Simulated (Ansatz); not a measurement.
# ZrB2: squeezing one contact, part 2 of 2

How do energy and force answer when the B2–B3 bond of ZrB2 is squeezed or stretched? The runs shown use LAPW and crystal datasets. Companion runs by PAW are cited. Its runs: the reference run (LAPW); shortest bond scaled by 1 (crystal datasets); shortest bond scaled by 0.82 (LAPW); shortest bond scaled by 0.76 (LAPW); shortest bond scaled by 0.64 (LAPW); shortest bond scaled by 0.58 (LAPW and crystal datasets).

Ansatz 0.2.0; DFT PBE; a Materials Project cell. «Crystal datasets» are all-electron PAW datasets made for this crystal. Earlier steps stand in the parts before.

### 6 Shortest bond scaled by 0.64, LAPW

Input file input.yaml:

```yaml
crystal:
  lattice:
    - [3.1675246616, 0.0, 0.0]
    - [-1.5837623308, 2.743156824, 0.0]
    - [0.0, 0.0, 3.55238806]
  atoms:
    - { symbol: Zr, position: [0.0, 0.0, 0.0] }
    - { symbol: B, position: [0.2133333333, 0.6066666667, 0.5] }
    - { symbol: B, position: [0.7866666667, 0.3933333333, 0.5] }
kpoints:
  mp_grid: { grid: [11, 11, 9] }
scf:
  occupations: { method: fermi_dirac, width: 0.05 }
hamiltonian:
  xc: pbe
  pseudopotentials: { kind: all_electron, lapw: { basis_error: 0.001 } }
output:
  forces: true
  stress: true
  eigenvalues: true
  populations: true
```

On the command line:

```bash
$ ansatz run input.yaml --threads 1 --pin off --max-ram 3072MiB --backend cpu --events-out ev --progress --plain --runs-dir out
```

Log, cut to the lines that bear on the results:

```text
Zr: projections on atomic orbitals take those of the free atom 1s2 2s2 2p6 3s2 3p6 3d10 4s2 4p6 4d2 5s2, of charge +0.00 (hamiltonian.pseudopotentials.projection_atoms)
B: projections on atomic orbitals take those of the free atom 1s2 2s2 2p1, of charge +0.00 (hamiltonian.pseudopotentials.projection_atoms)
LAPW: plane waves up to 14.010 Å⁻¹, error target 1.0e-3 eV per atom; small_component_spin mean_spin; B in spheres of 0.585 Å, 5 of its electrons in bands, Dirac shells []; Zr in spheres of 0.823 Å, 30 of its electrons in bands, Dirac shells []
[...]
Pseudopotentials: kind: all_electron
Pseudopotential: Zr, LAPW, valence charge 30, Koelling and Harmon's equation, gaussian nucleus
Pseudopotential: B, LAPW, valence charge 5, Koelling and Harmon's equation, gaussian nucleus
Functional definition: PBE
[...]
Crystal: 3 atoms, lattice volume = 30.867 Å³
[...]
SCF converged after 8 iterations
Free energy (F): -99276.702933 eV
[...]
E sigma→0 (E₀):  -99276.701301 eV
Entropy (-TS):   -0.003264 eV (-1.088 meV/atom)
Fermi energy:    16.757939 eV
[...]
--- Forces (eV/Å), atoms counted from 1 ---
  atom   1  Zr    -0.00000000     0.00000000     0.00000000
  atom   2  B     25.01494026    14.44238249     0.00000000
  atom   3  B    -25.01494026   -14.44238249     0.00000000
[...]
--- Stress (GPa, compression-positive) ---
      117.670930      58.350556       0.000000
       58.350556      50.293511       0.000000
        0.000000       0.000000      -2.078710
  P = ⅓ Tr σ = 55.2952 GPa (552.952 kbar)
--- Band table (eV; the first three rows and the last of 180) ---
[... band rows left out ...]
[...]
--- Löwdin populations: 3 sites ---
  site symbol       q [e]
     0     Zr     39.2126
     1      B      5.3706
     2      B      5.3706
  spilling = 0.000924 (of n_electrons = 50.000000)
```

Wall time 83 s (1 thread of Intel Xeon Platinum 8488C (Sapphire Rapids), shared host); peak memory 1.2 GiB.

Read from it: pressure 55.30 GPa; no gap; largest force 28.885 eV/Å.

### 7 Shortest bond scaled by 0.58, LAPW

input.yaml: that of step 6 with these lines changed.

```diff
@@ -7,4 +7,4 @@
     - { symbol: Zr, position: [0.0, 0.0, 0.0] }
-    - { symbol: B, position: [0.2133333333, 0.6066666667, 0.5] }
-    - { symbol: B, position: [0.7866666667, 0.3933333333, 0.5] }
+    - { symbol: B, position: [0.1933333333, 0.5966666667, 0.5] }
+    - { symbol: B, position: [0.8066666667, 0.4033333333, 0.5] }
 kpoints:
```

On the command line:

```bash
$ ansatz run input.yaml --threads 1 --pin off --max-ram 3072MiB --backend cpu --events-out ev --progress --plain --runs-dir out
```

Log, cut to the lines that bear on the results:

```text
Zr: projections on atomic orbitals take those of the free atom 1s2 2s2 2p6 3s2 3p6 3d10 4s2 4p6 4d2 5s2, of charge +0.00 (hamiltonian.pseudopotentials.projection_atoms)
B: projections on atomic orbitals take those of the free atom 1s2 2s2 2p1, of charge +0.00 (hamiltonian.pseudopotentials.projection_atoms)
LAPW: plane waves up to 15.646 Å⁻¹, error target 1.0e-3 eV per atom; small_component_spin mean_spin; B in spheres of 0.530 Å, 5 of its electrons in bands, Dirac shells []; Zr in spheres of 0.759 Å, 30 of its electrons in bands, Dirac shells []
[...]
Pseudopotentials: kind: all_electron
Pseudopotential: Zr, LAPW, valence charge 30, Koelling and Harmon's equation, gaussian nucleus
Pseudopotential: B, LAPW, valence charge 5, Koelling and Harmon's equation, gaussian nucleus
Functional definition: PBE
[...]
Crystal: 3 atoms, lattice volume = 30.867 Å³
[...]
SCF converged after 8 iterations
Free energy (F): -99272.649920 eV
[...]
E sigma→0 (E₀):  -99272.647249 eV
Entropy (-TS):   -0.005341 eV (-1.780 meV/atom)
Fermi energy:    16.641517 eV
[...]
--- Forces (eV/Å), atoms counted from 1 ---
  atom   1  Zr    -0.00000000     0.00000000     0.00000000
  atom   2  B     40.04339008    23.11906204     0.00000000
  atom   3  B    -40.04339008   -23.11906204     0.00000000
[...]
--- Stress (GPa, compression-positive) ---
      181.086169      94.295716       0.000000
       94.295716      72.202855       0.000000
        0.000000       0.000000      -3.660224
  P = ⅓ Tr σ = 83.2096 GPa (832.096 kbar)
--- Band table (eV; the first three rows and the last of 180) ---
[... band rows left out ...]
[...]
--- Löwdin populations: 3 sites ---
  site symbol       q [e]
     0     Zr     39.1898
     1      B      5.3784
     2      B      5.3784
  spilling = 0.001070 (of n_electrons = 50.000000)
```

Wall time 2.1 min (1 thread of Intel Xeon Platinum 8488C (Sapphire Rapids), shared host); peak memory 1.5 GiB.

In short: pressure 83.21 GPa; no gap; largest force 46.238 eV/Å.

### 8 Shortest bond scaled by 0.58, crystal datasets

input.yaml: that of step 7 with these lines changed.

```diff
@@ -15,3 +15,3 @@
   xc: pbe
-  pseudopotentials: { kind: all_electron, lapw: { basis_error: 0.001 } }
+  pseudopotentials: { kind: all_electron, datasets: crystal }
 output:
@@ -20,2 +20,2 @@
   eigenvalues: true
-  populations: true
+  efg: { contact_densities: true }
```

On the command line:

```bash
$ ansatz run input.yaml --threads 1 --pin off --max-ram 3072MiB --backend cpu --events-out ev --progress --plain --runs-dir out
```

Log, cut to the lines that bear on the results:

```text
[...]
Zr: output.efg is read without spin–orbit coupling, which moves field gradients at and beside such atoms by some per cent and up to a factor of two; PAW files take it under magnetization.noncollinear and magnetization.spin_orbit
[...]
Pseudopotentials: kind: all_electron
Pseudopotential: Zr, paw, valence charge 12, recommended cutoff 880 eV (normal), Koelling and Harmon's equation, gaussian nucleus
Pseudopotential: B, paw, valence charge 5, recommended cutoff 880 eV (normal), Koelling and Harmon's equation, gaussian nucleus
Functional definition: PBE
[...]
Crystal: 3 atoms, lattice volume = 30.867 Å³
Basis set: ecut = 880 eV, 1847 PW (Γ), exchange–correlation on 80×80×90 points (8 copies of the dense FFT grid, shifted against one another)
Bands: 13, of which v1, the nominal top of the filled ones, is band 9 counted from 1 (8 counted from 0)
Symmetry: 8 space group operations
[...]
--- Stress (GPa, compression-positive) ---
      181.077357      94.293410       0.000000
       94.293410      72.196707       0.000000
        0.000000       0.000000      -3.668426
  P = ⅓ Tr σ = 83.2019 GPa (832.019 kbar)
  It holds what live shells' own plane waves past their cutoff add
--- PAW observables at the nuclei: V_zz in 10²¹ V/m², potentials from the cell's mean, atoms counted from 1 ---
  atom   1  Zr V_zz =    -4.322922   η = 0.8997   by run symmetry: allowed
            electrostatic potential = -5929.544092 V   contact ρ = 490582.200990 e/Å³
  atom   2  B  V_zz =    +0.920388   η = 0.2658   by run symmetry: allowed
            electrostatic potential = -334.207511 V   contact ρ = 489.497800 e/Å³
  atom   3  B  V_zz =    +0.920388   η = 0.2658   by run symmetry: allowed
            electrostatic potential = -334.207511 V   contact ρ = 489.497800 e/Å³
--- Band table (eV; the first three rows and the last of 180) ---
  k-point 0: bands = ["-31.9051", "-10.0758", "-9.6205", "-9.4695", "4.4928", "12.7144", "13.4143", "14.4540", "16.2133", "16.6625", "19.6530"]
[...]
```

Run time: 42 s. Hardware: 1 thread of Intel Xeon Platinum 8488C (Sapphire Rapids), shared host; peak memory 1.4 GiB.

Result: pressure 83.20 GPa; no gap; largest force 46.238 eV/Å; Vzz Zr1 -4.32 (η = 0.90), B2 0.92 (η = 0.27) (10²¹ V/m²).

### 9 Side by side

Rows by PAW come from runs of the same series that aren't printed here.

Force along the bond: half the difference of the two atoms' forces, positive where it pushes them apart.

```
             method  length (Å)  F from the given length (eV/cell)  force along the bond (eV/Å)  pressure (GPa)  largest force (eV/Å)
               LAPW       1.061                              9.902                       46.238           83.21                46.238
               LAPW       1.170                              5.849                       28.885           55.30                28.885
               LAPW       1.390                              1.794                       10.784           20.11                10.784
               LAPW       1.500                              0.872                        6.344           10.26                 6.344
               LAPW       1.829                              0.000                        0.000           -0.06                 0.000
                PAW       1.061                              9.865                       45.940           82.62                45.940
                PAW       1.170                              5.836                       28.735           54.93                28.735
                PAW       1.390                              1.794                       10.779           20.03                10.779
                PAW       1.500                              0.872                        6.347           10.22                 6.347
                PAW       1.829                              0.000                        0.000           -0.10                 0.000
PAW (cutoff 600 eV)       1.061                                  –                       45.936           82.61                45.936
   crystal datasets       1.061                                  –                       46.238           83.20                46.238
   crystal datasets       1.829                                  –                        0.000           -0.06                 0.000
```

### 10 Results

The summary covers parts 1 to 2.

```
                                                              quantity       value
               force along the bond, positive apart, at 1.061 Å (LAPW)  46.24 eV/Å
                force along the bond, positive apart, at 1.061 Å (PAW)  45.94 eV/Å
force along the bond, positive apart, at 1.061 Å (PAW (cutoff 600 eV))  45.94 eV/Å
   force along the bond, positive apart, at 1.061 Å (crystal datasets)  46.24 eV/Å
```

In words: At 1.06 Å the force along the bond is 46.24 eV/Å by LAPW, and the energy stands 9.90 eV over the given length. PAW's force differs from LAPW's by at most 298 meV/Å, at 1.06 Å.
